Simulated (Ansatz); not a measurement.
# Volume expansion of zinc-blende BP from 100 to 800 K in quasi-harmonic PBE

The usual rule of thumb, due to Grüneisen, says that thermal expansion follows the heat capacity, with a constant factor between them. I put it to the test on zinc-blende BP in PBE. The crystal is a candidate for carrying heat out of electronic devices, and a layer that expands differently from its neighbour builds up stress whenever the device warms. The quantity is the volume expansion coefficient at zero pressure; in this cubic crystal the linear coefficient is one third of it. It comes from a quasi-harmonic free energy, so phonons respond to the cell size but not otherwise to each other. I compare the temperatures among themselves, since the table has no measured row.

## How the numbers were made

One crystal, BP (zinc-blende), taken from a measured cell of the Crystallography Open Database (known phase), directly or through a relaxation at another level, and relaxed at 0 GPa. Ansatz 0.2.0 rows: plane waves, scalar-relativistic, no spin-orbit coupling, no spin, the program's default PAW potentials at 487 eV, k meshes with a least product of divisions and cell-vector length of 39 Å, phonons by linear response on a 4×4×4 q mesh. The tabled runs alone: cutoff 487 eV, k length 39 Å, k mesh 12×12×12. Warnings of the programs on runs behind the rows: phonon interpolation lacks quadrupole term (all rows); thermal expansion settings (all rows). The rows are a selection of points from finer curves.

Notes on method and selection:

- Quasi-harmonic free energy over the symmetry-keeping strains of the cell, electrons included where there is no gap; no phonon-phonon terms beyond the dependence on the cell.
- The expansion converges slowly with the q mesh and runs high in soft ionic crystals; temperatures at which the program's estimate of the fit error passes a tenth of the linear coefficient plus 0.15·10⁻⁶/K, or the cell lies outside the strains at which phonons were computed, are left out.
- Runs that did not converge, have known faults or may not be shown are not listed, and runs on Ansatz's PAW sets soft_1 and soft_2 are kept to separate tables.

Columns:

- Cv (J/(mol K)): heat capacity at constant volume per mole of atoms.
- bulk modulus (GPa): isothermal bulk modulus.
- volume expansion (10⁻⁶/K): volume expansion coefficient.
- Grüneisen parameter: thermodynamic Grüneisen parameter α·B·V/Cv.

## The series

| member | temperature (K) | Cv (J/(mol K)) | bulk modulus (GPa) | volume expansion (10⁻⁶/K) | Grüneisen parameter |
| --- | --- | --- | --- | --- | --- |
| 100 K | 100 | ? | 158.6 | ? | ? |
| 200 K | 200 | 9.71 | 158.2 | 5.20 | 0.605 |
| 300 K | 300 | 14.94 | 157.5 | 9.76 | 0.736 |
| 400 K | 400 | 18.24 | 156.5 | 12.95 | 0.796 |
| 500 K | 500 | ? | 155.4 | ? | ? |
| 600 K | 600 | 21.52 | 154.2 | 16.42 | 0.845 |
| 700 K | 700 | 22.36 | 153.1 | 17.40 | 0.857 |
| 800 K | 800 | 22.93 | 151.9 | 18.13 | 0.865 |

Cells marked ? are withheld until the estimate has been made.

## Why the values move as they do

The expansion rises at every step shown, quickly at first and then slowly. In units of 10⁻⁶/K, it gains 9.76 − 5.20 = 4.56 from 200 to 300 K, and only 18.13 − 17.40 = 0.73 from 700 to 800 K. The heat capacity flattens in the same way. At 800 K it has reached 22.93 / 24.94 = 0.92 of the classical limit 3R per mole of atoms, so few vibrations remain to be excited.

The rule gets the shape right but not the whole rise. Between 200 and 800 K the heat capacity grows by a factor 22.93 / 9.71 = 2.36, whereas the expansion grows by 18.13 / 5.20 = 3.49. The definition of the Grüneisen parameter, α = γ·Cv / (B·V), shows where the rest comes from. The parameter γ grows by 0.865 / 0.605 = 1.43, and the bulk modulus B falls to 151.9 / 158.2 = 0.96 of its value at 200 K, which adds about 4 %. The volume V changes by less than one per cent. The rule therefore fails mainly through γ, and mainly on the cold side: from 400 to 800 K γ rises by only 0.865 / 0.796 = 1.09.

A rising γ means that the vibrations excited first push the crystal apart less, per unit of heat capacity, than those excited later. In tetrahedral crystals the first group is largely transverse acoustic. These modes bend bonds more than they stretch them, and their frequencies depend weakly on volume, or even fall on compression. The stiffer bond-stretching modes soften clearly as the cell grows and join in at higher temperature. The table gives only the average over modes, so this assignment rests on the general behaviour of such lattices.

## Prediction

Plain estimates from the members shown:

- 500 K, straight-line interpolation between 400 K and 600 K: w = (500 − 400) / (600 − 400) = 0.500, so 12.95 + 0.500 × (16.42 − 12.95) = 14.69 10⁻⁶/K
- 100 K, mean of the 6 members shown: 13.31 10⁻⁶/K, standard deviation 4.6

At 500 K the straight line runs too low, because the curve bends downwards. I use the cubic through the two nearest rows on each side: (2/3) × (12.95 + 16.42) − (1/6) × (9.76 + 17.40) = 15.05. A cubic through 300, 400, 700 and 800 K gives, at 600 K, 0.5 × 12.95 + 17.40 − 0.2 × 9.76 − 0.3 × 18.13 = 16.48. The table has 16.42, so I take an error of 0.06.

At 100 K the mean of the rows is useless, since the expansion must fall towards zero on cooling. I describe the heat capacity by two Einstein terms, Cv = R·[E(340/T) + 2E(970/T)], with E(x) = x²eˣ/(eˣ − 1)² and R = 8.314 J/(mol K). The weights stand for two transverse acoustic branches out of six and for the other four. The two temperatures, fitted at 200 and 300 K and rounded here to two figures, reproduce the Cv values shown within 0.04.

Giving each term its own Grüneisen parameter and matching γ·Cv at 200 and 800 K yields about 0.34 and 1.2. At 100 K, E(340/100) is about 0.41 and E(970/100) about 0.006, so γ·Cv = 8.314 × (0.34 × 0.41 + 1.2 × 2 × 0.006) = 1.28. At 200 K, γ·Cv is 0.605 × 9.71 = 5.87, and scaling from there gives 5.20 × (1.28 / 5.87) × (158.2 / 158.6) = 1.13. With the fitted parameters left unrounded, the same route misses the rows at 300 and 400 K by about 0.2, which I adopt as the error.

**Committed estimate, 500 K: volume expansion = 15.05 ± 0.06 10⁻⁶/K.**  
**Committed estimate, 100 K: volume expansion = 1.1 ± 0.2 10⁻⁶/K.**

## Check

| member | temperature (K) | Cv (J/(mol K)) | bulk modulus (GPa) | volume expansion (10⁻⁶/K) | Grüneisen parameter |
| --- | --- | --- | --- | --- | --- |
| 100 K | 100 | 3.02 | 158.6 | 1.03 | 0.387 |
| 500 K | 500 | 20.25 | 155.4 | 15.03 | 0.827 |

| member | estimate | volume expansion (10⁻⁶/K) | computed | estimate − computed | miss in error bars |
| --- | --- | --- | --- | --- | --- |
| 500 K | committed | 15.05 | 15.03 | +0.02 | 0.3 |
| 500 K | interpolation | 14.69 | 15.03 | −0.34 |  |
| 100 K | committed | 1.10 | 1.03 | +0.07 | 0.4 |
| 100 K | mean | 13.31 | 1.03 | +12.28 |  |

Both estimates fall inside their error bars. At 500 K the cubic gave 15.05 against a computed 15.03, while the straight line was 0.34 too low, as expected for a curve that bends downwards. At 100 K I gave 1.1 against 1.03, and the mean of the rows missed by more than 12 (all in 10⁻⁶/K).

The 100 K result is better than the model behind it. My two Einstein terms give a heat capacity of 8.314 × (0.41 + 2 × 0.006) = 3.51 J/(mol K), where the calculation has 3.02. Two frequencies fitted at 200 and 300 K thus put too much heat capacity into the cold end. The model's Grüneisen parameter, 1.28 / 3.51 = 0.365, lies below the computed 0.387 and cancels part of that error.

The fall of this parameter from 0.605 at 200 K to 0.387 at 100 K is what I expect if the low-frequency vibrations drive the expansion only weakly. Their net effect at 100 K is still to expand the crystal.

## Residuals

No row breaks the smooth rise, but the cold rows depart clearly from the rule of a constant factor. If I fix the factor at 800 K, 18.13 / 22.93 = 0.791, the rule gives 0.791 × 9.71 = 7.68 at 200 K, where the table has 5.20. At 100 K it gives 0.791 × 3.02 = 2.39 against 1.03. The first is the largest shortfall in absolute terms, the second the largest in proportion. Both have the sign expected when weakly expanding acoustic vibrations hold most of the heat.

The selection's limit on the fit error is a ceiling for admitting a row, not the error of any one row. At 100 K it would allow 0.1 × 1.03 + 3 × 0.15 = 0.55 in the volume coefficient, and the shortfall, 2.39 − 1.03 = 1.36, is larger than even that. The tables do not give the actual fit error, so I cannot say whether this row is more or less certain than the others. My agreement to within 0.1 tests the step from the warmer rows down to 100 K. It does not test the 4×4×4 phonon mesh or the missing quadrupole term, which all rows share.

## What to take away

Between 400 and 800 K the expansion of BP in PBE follows the heat capacity to about 11 %. Scaling down from 800 K overshoots by about half at 200 K and by a factor of 2.3 at 100 K. A missing temperature inside the warm range is better taken from a cubic through two rows on each side than from a straight line; the cubic missed by 0.02 at 500 K and 0.06 at 600 K.

For practice I sum the rows from 300 to 800 K by trapezoids: 100 × (9.76/2 + 12.95 + 15.03 + 16.42 + 17.40 + 18.13/2) = 7574.5, in parts per million of the volume. A third of that is about 0.25 % in length, or 25 µm on a 10 mm piece.

I expect no omitted effect as large as the nearly eighteenfold rise across the table. PBE tends to make lattices somewhat too soft, which usually raises the expansion a little. The missing phonon-phonon terms should matter most at the hot end. The finite phonon mesh is a further source of error, since the expansion converges slowly with it, and so is the quadrupole term missing from the phonon interpolation. The tables do not show the size of either.
